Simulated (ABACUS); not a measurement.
# CuI (Marshite) (F-43m) in ABACUS: single point with PW91

Aim: the single point of CuI (Marshite) with PW91.

All numbers are computed with ABACUS 3.10.1; they aren't measurements. Logs are shortened: lines on timing, memory, paths and dates and some standing lists are left out, and cuts for length are marked.

## 1. Starting point

The structure is cubic, space group F-43m (No. 216). Conventional cell: a = 6.063 Å, b = 6.063 Å, c = 6.063 Å, α = 90.00°, β = 90.00°, γ = 90.00°. I (site symmetry -43m) has 4 Cu at 2.63 Å as nearest neighbours. Cu (site symmetry -43m) has 4 I at 2.63 Å as nearest neighbours.

## 2. Single point, PW91

File INPUT:

```
INPUT_PARAMETERS
suffix              CuI
calculation         scf
basis_type          pw
pseudo_dir          ./
symmetry            1
dft_functional      GGA_X_PW91+GGA_C_PW91
ecutwfc             92
pseudo_rcut         10
nspin               1
nbands              28
ks_solver           dav
smearing_method     fd
smearing_sigma      0.00367493
scf_thr             1e-08
scf_nmax            100
mixing_type         broyden
mixing_beta         0.7
cal_force           1
cal_stress          1
out_chg             1
kpar                4
```

File STRU:

```
ATOMIC_SPECIES
I 126.9045 I_ONCV_PBE-1.2.upf
Cu 63.5460 Cu_ONCV_PBE-1.2.upf

LATTICE_CONSTANT
1.8897261246

LATTICE_VECTORS
0.0000000000 3.0315000000 3.0315000000
3.0315000000 0.0000000000 3.0315000000
3.0315000000 3.0315000000 0.0000000000

ATOMIC_POSITIONS
Direct

I
0.0
1
0.0000000000 0.0000000000 0.0000000000 1 1 1

Cu
0.0
1
0.7500000000 0.7500000000 0.7500000000 1 1 1
```

File KPT:

```
K_POINTS
0
Gamma
6 6 6 0 0 0
```

Potentials or basis: SG15 ONCV 1.2 PBE, plane waves.

Started as:

```sh
$ OMP_NUM_THREADS=1 mpirun -np 4 abacus > log
```

running log:

```text
ABACUS v3.10.1

               Atomic-orbital Based Ab-initio Computation at UStc

 ------------------------------------------------------------------------------------

 READING GENERAL INFORMATION
                           global_out_dir = OUT.CuI/
                           global_in_card = INPUT
                               pseudo_dir = ./
                              orbital_dir =
                                    DSIZE = 4
                                    GSIZE = 1
[... 5 lines left out ...]

 READING ATOM TYPE 1
                               atom label = I
                      L=0, number of zeta = 1
                      L=1, number of zeta = 1
                      L=2, number of zeta = 1
             number of atom for this type = 1

 READING ATOM TYPE 2
                               atom label = Cu
                      L=0, number of zeta = 1
                      L=1, number of zeta = 1
                      L=2, number of zeta = 1
             number of atom for this type = 1

                        TOTAL ATOM NUMBER = 2
DIRECT COORDINATES
    atom                   x                   y                   z     mag                  vx                  vy                  vz
taud_I1            0.0000000000        0.0000000000        0.0000000000  0.0000        0.0000000000        0.0000000000        0.0000000000
taud_Cu1            0.7500000000        0.7500000000        0.7500000000  0.0000        0.0000000000        0.0000000000        0.0000000000

                          Volume (Bohr^3) = 376.01
                             Volume (A^3) = 55.7189

 Lattice vectors: (Cartesian coordinate: in unit of a_0)
                   +0             +3.0315             +3.0315
              +3.0315                  +0             +3.0315
              +3.0315             +3.0315                  +0
 Reciprocal vectors: (Cartesian coordinate: in unit of 2 pi/a_0)
            -0.164935           +0.164935           +0.164935
            +0.164935           -0.164935           +0.164935
            +0.164935           +0.164935           -0.164935
 The esolver type has been set to : ksdft_pw

                PAO radial cut off (Bohr) = 10

 Read in pseudopotential file is I_ONCV_PBE-1.2.upf
                     pseudopotential type = NC
          exchange-correlation functional = PBE
                 nonlocal core correction = 0
                        valence electrons = 17
                                     lmax = 2
                           number of zeta = 0
                     number of projectors = 6
                           L of projector = 0
                           L of projector = 0
                           L of projector = 1
                           L of projector = 1
                           L of projector = 2
                           L of projector = 2
 XC functional updated to : GGA_X_PW91+GGA_C_PW91
          exchange-correlation functional = GGA_X_PW91+GGA_C_PW91
                PAO radial cut off (Bohr) = 10

 Read in pseudopotential file is Cu_ONCV_PBE-1.2.upf
                     pseudopotential type = NC
          exchange-correlation functional = PBE
                 nonlocal core correction = 0
                        valence electrons = 19
                                     lmax = 2
                           number of zeta = 0
                     number of projectors = 6
                           L of projector = 0
                           L of projector = 0
                           L of projector = 1
                           L of projector = 1
                           L of projector = 2
                           L of projector = 2
 XC functional updated to : GGA_X_PW91+GGA_C_PW91
          exchange-correlation functional = GGA_X_PW91+GGA_C_PW91
     initial pseudo atomic orbital number = 0

 SETUP THE ELECTRONS NUMBER
             electron number of element I = 17
       total electron number of element I = 17
            electron number of element Cu = 19
      total electron number of element Cu = 19
            AUTOSET number of electrons:  = 36
                           occupied bands = 18
                                   NBANDS = 28
                                   NLOCAL = 18

%%%%%%%%%%%%%%%%%%%%%%%%%%%%%%%%%%%%%%%%%%%%%%%%%%%%%%%%%%%%%%%%%%%%%%%%%%%%%%%%%%%%%%%%%%%%%%%%%%%%%%%%%%
 Warning: the number of valence electrons in pseudopotential > 7 for I: [Kr] 4d10 5s2 5p5
 Warning: the number of valence electrons in pseudopotential > 11 for Cu: [Ar] 3d10 4s1
 Pseudopotentials with additional electrons can yield (more) accurate outcomes, but may be less efficient.
 If you're confident that your chosen pseudopotential is appropriate, you can safely ignore this warning.
%%%%%%%%%%%%%%%%%%%%%%%%%%%%%%%%%%%%%%%%%%%%%%%%%%%%%%%%%%%%%%%%%%%%%%%%%%%%%%%%%%%%%%%%%%%%%%%%%%%%%%%%%%

 SETUP THE PLANE WAVE BASIS
 energy cutoff for charge/potential (unit:Ry) = 368
            fft grid for charge/potential = [ 50, 50, 50 ]
                        fft grid division = [ 1, 1, 1 ]
        big fft grid for charge/potential = [ 50, 50, 50 ]
                                     nbxx = 125000
                                     nrxx = 125000

 SETUP PLANE WAVES FOR CHARGE/POTENTIAL
                    number of plane waves = 44735
                         number of sticks = 1663

 PARALLEL PW FOR CHARGE/POTENTIAL
     PROC   COLUMNS(POT)             PW
[... 43 lines left out ...]
                                       C6 = 0
                                       S1 = 6
                                       S3 = 0
                                       S4 = 6
                                       S6 = 0
                              POINT GROUP = T_d
                                       C2 = 3
                                       C3 = 8
                                       C4 = 0
                                       C6 = 0
                                       S1 = 6
                                       S3 = 0
                                       S4 = 6
                                       S6 = 0
               POINT GROUP IN SPACE GROUP = T_d

 SETUP K-POINTS
                                    nspin = 1
                   Input type of k points = Monkhorst-Pack(Gamma)
                                   nkstot = 216
                       right hand lattice = 1
(for reciprocal lattice: )
[... 8 lines left out ...]
                       right hand lattice = 1
                        ROTATION MATRICES = 48
                               nkstot_ibz = 16
K-POINTS REDUCTION ACCORDING TO SYMMETRY
     IBZ    DIRECT_X    DIRECT_Y    DIRECT_Z  WEIGHT  ibz2bz
       1  0.00000000  0.00000000  0.00000000  0.0046       0
       2  0.16666667  0.16666667  0.16666667  0.0370       1
       3  0.33333333  0.33333333  0.33333333  0.0370       2
       4  0.50000000  0.50000000  0.50000000  0.0185       3
       5  0.16666667  0.16666667  0.00000000  0.0278       7
       6  0.33333333  0.33333333  0.16666667  0.1111       8
[... 8 lines left out ...]
      15  0.50000000  0.33333333 -0.33333333  0.1111      52
      16  0.50000000  0.33333333 -0.16666667  0.0556      58

                               nkstot now = 16
[... K-POINTS DIRECT COORDINATES: 16 rows ...]

           k-point number in this process = 4
       minimum distributed K point number = 4
[... stars of the k points ...]

[... K-POINTS CARTESIAN COORDINATES: 4 rows ...]

[... K-POINTS DIRECT COORDINATES: 4 rows ...]

 SETUP PLANE WAVES FOR WAVE FUNCTIONS
     energy cutoff for wavefunc (unit:Ry) = 92
              fft grid for wave functions = [ 50, 50, 50 ]
                    number of plane waves = 6423
                         number of sticks = 451

 PARALLEL PW FOR WAVE FUNCTIONS
     PROC   COLUMNS(POT)             PW
        1            451           6423
 --------------- sum -------------------
        1            451           6423

 SETUP NONLOCAL PSEUDOPOTENTIALS IN PLANE WAVE BASIS
 I non-local projectors:
 projector 1 L=0
 projector 2 L=0
 projector 3 L=1
 projector 4 L=1
 projector 5 L=2
 projector 6 L=2
 Cu non-local projectors:
 projector 1 L=0
 projector 2 L=0
 projector 3 L=1
 projector 4 L=1
 projector 5 L=2
 projector 6 L=2
      TOTAL NUMBER OF NONLOCAL PROJECTORS = 36

 Init Non-Local PseudoPotential table :
 Init Non-Local-Pseudopotential done.

                                     npwx = 5642

 -------------------------------------------
 SELF-CONSISTENT
 -------------------------------------------
                                 init_chg = atomic

 PW ALGORITHM --------------- ION=   1  ELEC=   1--------------------------------

 Notice: Threshold on eigenvalues was too large.
 hsover_error=0.36 > DRHO=0.193548
 Origin diag ethr = 0.01
 New diag ethr = 0.000537633

 Density error is 0.224620167453
                          Error Threshold = 0.000537632578089
----------------------------------------------------------
     Energy           Rydberg                 eV
----------------------------------------------------------
 E_KohnSham     -564.0349045810      -7674.0885731879
 E_Harris       -554.4147700842      -7543.1999285049
 E_Fermi        0.6565042251         8.9321982220
----------------------------------------------------------
[... 87 lines left out ...]
 Density error is 6.69670710911e-11
                          Error Threshold = 3.0353946105e-11
----------------------------------------------------------
     Energy           Rydberg                 eV
----------------------------------------------------------
 E_KohnSham     -564.1378810093      -7675.4896393729
 E_KS(sigma->0) -564.1378810041      -7675.4896393017
 E_Harris       -564.1380041652      -7675.4913149941
 E_band         -61.3610797450       -834.8603199644
 E_one_elec     -418.0094534241      -5687.3103844338
 E_Hartree      214.0577989657       2912.4057672719
 E_xc           -54.8631963378       -746.4520806861
 E_Ewald        -305.3230302027      -4154.1329413825
 E_entropy(-TS) -0.0000000105        -0.0000001424
 E_descf        0.0000000000         0.0000000000
 E_exx          0.0000000000         0.0000000000
 E_Fermi        0.7109333058         9.6727438575
----------------------------------------------------------

 charge density convergence is achieved
 final etot is -7675.4896394 eV
 EFERMI = 9.6727438575 eV

 STATE ENERGY(eV) AND OCCUPATIONS    NSPIN == 1
 1/4 kpoint (Cartesian) = 0.0000 0.0000 0.0000 (5601 pws)
       1       -102.384     0.00925926
       2       -59.8723     0.00925926
       3       -59.8723     0.00925926
       4       -59.8723     0.00925926
       5       -36.6731     0.00925926
       6       -36.6731     0.00925926
[... 110 lines left out ...]
      27        21.5013        0.00000
      28        21.6090        0.00000

------------------------------------------------------------------------------------------
 TOTAL-FORCE (eV/Angstrom)
------------------------------------------------------------------------------------------
                        I1         0.0000000000         0.0000000000         0.0000000000
                       Cu1         0.0000000000         0.0000000000         0.0000000000
------------------------------------------------------------------------------------------

----------------------------------------------------------------
 TOTAL-STRESS (KBAR)
----------------------------------------------------------------
         4.1756685291         0.0000000000         0.0000000000
        -0.0000000000         4.1756685291         0.0000000000
        -0.0000000000         0.0000000000         4.1756685291
----------------------------------------------------------------
 TOTAL-PRESSURE: 4.175669 KBAR

 --------------------------------------------
 !FINAL_ETOT_IS -7675.4896393729386546 eV
 --------------------------------------------
```

It took 17 s on 4 MPI ranks of Intel Xeon Platinum 8375C at 2.90GHz (Ice Lake), shared host; peak memory 0.52 GiB.

Results:

```
Free energy            : -7675.4896 eV
Pressure               : 0.4 GPa
Band gap on the k mesh : 1.20 eV, direct
```

Caveat: the potentials were made for another functional, which shifts forces and pressure; spin-orbit coupling is left out, which moves the levels of the heavy elements.
